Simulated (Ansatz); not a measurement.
Born–Oppenheimer molecular dynamics of a periodic cell of 17 atoms, Cu16N (surface Cu(111), adsorbate N). It goes on from the last frame of an earlier run, with new velocities.

Computed with DFT PBE, scalar-relativistic, plane waves, PAW in Ansatz 0.2.0. Settings: cutoff 420 eV, k mesh 3x3x1, fermi-dirac smearing 0.1 eV, no spin polarisation.

```
ensemble        : NVT, Nosé–Hoover chain
time step       : 1 fs
steps asked     : 190
set temperature : 1800 K
thermostat      : time constant 200 fs, chain length 3
atoms held      : 1 to 4
seed            : 999173
```

Frames 2 fs apart, positions in Å.

Velocities at 60 fs (Å/ps):

```
Cu 0.00 0.00 0.00
Cu 0.00 0.00 0.00
Cu 0.00 0.00 0.00
Cu 0.00 0.00 0.00
Cu -4.91 5.40 1.86
Cu 8.28 5.35 -2.03
Cu -7.87 -1.70 -3.68
Cu 6.08 -4.65 5.24
Cu 4.64 -7.65 0.64
Cu -7.15 -1.01 6.29
Cu -5.94 -1.96 5.80
Cu 1.25 5.37 8.95
Cu -3.50 1.57 6.28
Cu -2.31 1.03 1.06
Cu -3.24 -5.69 0.36
Cu 1.10 1.69 -3.97
N 8.90 10.93 1.23
```

```xyz
17
Lattice="5.1053 0.0000 0.0000 2.5527 4.4213 0.0000 0.0000 0.0000 18.2527" Properties=species:S:1:pos:R:3 time_fs=60 energy_less_start_eV=0.297 T=1659
Cu 0.000 0.000 1.000
Cu 2.553 0.000 1.000
Cu 1.276 2.211 1.000
Cu 3.829 2.211 1.000
Cu 0.607 1.091 3.321
Cu 3.482 1.035 3.128
Cu 2.075 2.991 3.267
Cu 4.527 3.543 3.501
Cu -0.397 1.944 5.279
Cu 2.282 1.745 5.441
Cu 0.946 3.892 5.455
Cu 3.292 4.188 5.815
Cu 0.244 0.127 8.088
Cu 2.677 0.318 7.707
Cu 1.167 2.602 7.429
Cu 3.804 2.594 7.533
N 4.898 1.718 8.647
17
Lattice="5.1053 0.0000 0.0000 2.5527 4.4213 0.0000 0.0000 0.0000 18.2527" Properties=species:S:1:pos:R:3 time_fs=62 energy_less_start_eV=0.326 T=1644
Cu 0.000 0.000 1.000
Cu 2.553 0.000 1.000
Cu 1.276 2.211 1.000
Cu 3.829 2.211 1.000
Cu 0.597 1.102 3.325
Cu 3.498 1.045 3.124
Cu 2.060 2.988 3.260
Cu 4.539 3.533 3.511
Cu -0.388 1.929 5.280
Cu 2.267 1.743 5.453
Cu 0.934 3.888 5.466
Cu 3.294 4.198 5.832
Cu 0.237 0.130 8.101
Cu 2.673 0.320 7.709
Cu 1.160 2.590 7.431
Cu 3.806 2.597 7.525
N 4.917 1.741 8.649
17
Lattice="5.1053 0.0000 0.0000 2.5527 4.4213 0.0000 0.0000 0.0000 18.2527" Properties=species:S:1:pos:R:3 time_fs=64 energy_less_start_eV=0.374 T=1619
Cu 0.000 0.000 1.000
Cu 2.553 0.000 1.000
Cu 1.276 2.211 1.000
Cu 3.829 2.211 1.000
Cu 0.589 1.112 3.328
Cu 3.514 1.056 3.120
Cu 2.044 2.985 3.252
Cu 4.551 3.524 3.521
Cu -0.379 1.913 5.282
Cu 2.253 1.741 5.465
Cu 0.922 3.885 5.477
Cu 3.297 4.209 5.849
Cu 0.229 0.133 8.113
Cu 2.668 0.323 7.711
Cu 1.154 2.578 7.432
Cu 3.808 2.599 7.517
N 4.937 1.766 8.652
17
Lattice="5.1053 0.0000 0.0000 2.5527 4.4213 0.0000 0.0000 0.0000 18.2527" Properties=species:S:1:pos:R:3 time_fs=66 energy_less_start_eV=0.439 T=1583
Cu 0.000 0.000 1.000
Cu 2.553 0.000 1.000
Cu 1.276 2.211 1.000
Cu 3.829 2.211 1.000
Cu 0.581 1.122 3.331
Cu 3.529 1.066 3.117
Cu 2.029 2.984 3.245
Cu 4.564 3.514 3.531
Cu -0.370 1.897 5.284
Cu 2.239 1.738 5.477
Cu 0.910 3.883 5.487
Cu 3.301 4.219 5.866
Cu 0.220 0.136 8.126
Cu 2.663 0.326 7.712
Cu 1.148 2.565 7.435
Cu 3.810 2.601 7.509
N 4.958 1.793 8.653
17
Lattice="5.1053 0.0000 0.0000 2.5527 4.4213 0.0000 0.0000 0.0000 18.2527" Properties=species:S:1:pos:R:3 time_fs=68 energy_less_start_eV=0.523 T=1536
Cu 0.000 0.000 1.000
Cu 2.553 0.000 1.000
Cu 1.276 2.211 1.000
Cu 3.829 2.211 1.000
Cu 0.575 1.132 3.334
Cu 3.542 1.076 3.113
Cu 2.013 2.983 3.238
Cu 4.576 3.504 3.540
Cu -0.362 1.881 5.286
Cu 2.225 1.736 5.489
Cu 0.898 3.882 5.498
Cu 3.304 4.230 5.881
Cu 0.211 0.140 8.139
Cu 2.659 0.329 7.714
Cu 1.143 2.552 7.438
Cu 3.811 2.603 7.502
N 4.980 1.821 8.655
17
Lattice="5.1053 0.0000 0.0000 2.5527 4.4213 0.0000 0.0000 0.0000 18.2527" Properties=species:S:1:pos:R:3 time_fs=70 energy_less_start_eV=0.624 T=1479
Cu 0.000 0.000 1.000
Cu 2.553 0.000 1.000
Cu 1.276 2.211 1.000
Cu 3.829 2.211 1.000
Cu 0.570 1.141 3.337
Cu 3.554 1.085 3.110
Cu 1.998 2.983 3.231
Cu 4.587 3.495 3.549
Cu -0.354 1.864 5.289
Cu 2.211 1.734 5.500
Cu 0.887 3.881 5.508
Cu 3.308 4.240 5.897
Cu 0.202 0.144 8.152
Cu 2.654 0.333 7.715
Cu 1.138 2.538 7.443
Cu 3.812 2.603 7.494
N 5.002 1.849 8.656
17
Lattice="5.1053 0.0000 0.0000 2.5527 4.4213 0.0000 0.0000 0.0000 18.2527" Properties=species:S:1:pos:R:3 time_fs=72 energy_less_start_eV=0.741 T=1412
Cu 0.000 0.000 1.000
Cu 2.553 0.000 1.000
Cu 1.276 2.211 1.000
Cu 3.829 2.211 1.000
Cu 0.566 1.149 3.339
Cu 3.565 1.094 3.108
Cu 1.983 2.983 3.224
Cu 4.599 3.485 3.557
Cu -0.347 1.847 5.293
Cu 2.198 1.731 5.511
Cu 0.875 3.881 5.517
Cu 3.312 4.250 5.911
Cu 0.192 0.147 8.166
Cu 2.650 0.337 7.717
Cu 1.134 2.524 7.447
Cu 3.813 2.603 7.487
N 5.025 1.878 8.657
17
Lattice="5.1053 0.0000 0.0000 2.5527 4.4213 0.0000 0.0000 0.0000 18.2527" Properties=species:S:1:pos:R:3 time_fs=74 energy_less_start_eV=0.871 T=1337
Cu 0.000 0.000 1.000
Cu 2.553 0.000 1.000
Cu 1.276 2.211 1.000
Cu 3.829 2.211 1.000
Cu 0.564 1.157 3.341
Cu 3.574 1.103 3.105
Cu 1.969 2.985 3.217
Cu 4.610 3.476 3.565
Cu -0.340 1.831 5.297
Cu 2.185 1.729 5.521
Cu 0.864 3.881 5.526
Cu 3.316 4.259 5.925
Cu 0.181 0.152 8.180
Cu 2.646 0.341 7.718
Cu 1.130 2.510 7.453
Cu 3.813 2.603 7.479
N 5.048 1.905 8.659
17
Lattice="5.1053 0.0000 0.0000 2.5527 4.4213 0.0000 0.0000 0.0000 18.2527" Properties=species:S:1:pos:R:3 time_fs=76 energy_less_start_eV=1.011 T=1256
Cu 0.000 0.000 1.000
Cu 2.553 0.000 1.000
Cu 1.276 2.211 1.000
Cu 3.829 2.211 1.000
Cu 0.564 1.164 3.343
Cu 3.582 1.112 3.103
Cu 1.955 2.987 3.211
Cu 4.621 3.467 3.573
Cu -0.335 1.814 5.301
Cu 2.173 1.727 5.530
Cu 0.852 3.882 5.535
Cu 3.320 4.268 5.938
Cu 0.169 0.157 8.193
Cu 2.641 0.345 7.719
Cu 1.128 2.497 7.459
Cu 3.813 2.601 7.473
N 5.069 1.932 8.661
17
Lattice="5.1053 0.0000 0.0000 2.5527 4.4213 0.0000 0.0000 0.0000 18.2527" Properties=species:S:1:pos:R:3 time_fs=78 energy_less_start_eV=1.153 T=1174
Cu 0.000 0.000 1.000
Cu 2.553 0.000 1.000
Cu 1.276 2.211 1.000
Cu 3.829 2.211 1.000
Cu 0.566 1.170 3.344
Cu 3.588 1.120 3.101
Cu 1.942 2.990 3.204
Cu 4.632 3.458 3.580
Cu -0.330 1.798 5.306
Cu 2.162 1.724 5.539
Cu 0.841 3.884 5.543
Cu 3.324 4.277 5.950
Cu 0.157 0.162 8.207
Cu 2.637 0.350 7.720
Cu 1.126 2.483 7.465
Cu 3.813 2.599 7.466
N 5.088 1.956 8.665
17
Lattice="5.1053 0.0000 0.0000 2.5527 4.4213 0.0000 0.0000 0.0000 18.2527" Properties=species:S:1:pos:R:3 time_fs=80 energy_less_start_eV=1.286 T=1098
Cu 0.000 0.000 1.000
Cu 2.553 0.000 1.000
Cu 1.276 2.211 1.000
Cu 3.829 2.211 1.000
Cu 0.569 1.175 3.345
Cu 3.592 1.127 3.099
Cu 1.929 2.994 3.198
Cu 4.642 3.450 3.586
Cu -0.325 1.781 5.312
Cu 2.151 1.722 5.547
Cu 0.831 3.886 5.551
Cu 3.328 4.285 5.962
Cu 0.144 0.167 8.222
Cu 2.633 0.355 7.721
Cu 1.126 2.470 7.471
Cu 3.812 2.596 7.461
N 5.103 1.978 8.671
17
Lattice="5.1053 0.0000 0.0000 2.5527 4.4213 0.0000 0.0000 0.0000 18.2527" Properties=species:S:1:pos:R:3 time_fs=82 energy_less_start_eV=1.397 T=1034
Cu 0.000 0.000 1.000
Cu 2.553 0.000 1.000
Cu 1.276 2.211 1.000
Cu 3.829 2.211 1.000
Cu 0.575 1.180 3.345
Cu 3.594 1.135 3.097
Cu 1.918 2.999 3.192
Cu 4.651 3.442 3.592
Cu -0.322 1.765 5.318
Cu 2.141 1.721 5.554
Cu 0.820 3.889 5.559
Cu 3.332 4.292 5.973
Cu 0.131 0.173 8.236
Cu 2.628 0.359 7.722
Cu 1.127 2.457 7.478
Cu 3.812 2.593 7.455
N 5.115 1.997 8.680
```

Of the whole run (190 fs, mean temperature of the second half 1231 K): The conserved energy stayed within 0.082 meV per atom of its start (net change 0.078 meV per atom), so the integration is sound. The mean temperature of the second half is 32 % below the set value. A run of 0.19 ps of so small a system gives no equilibrium averages. Limits of this set-up: coarse k mesh, thin slab, slab without dipole correction, odd electron count without spin, a typed lattice constant that wasn't relaxed here.

The run took 23 min on 4 threads of Intel(R) Xeon(R) CPU @ 2.80GHz (Skylake/Cascade Lake), with other jobs on the host, peak memory 1.9 GiB.
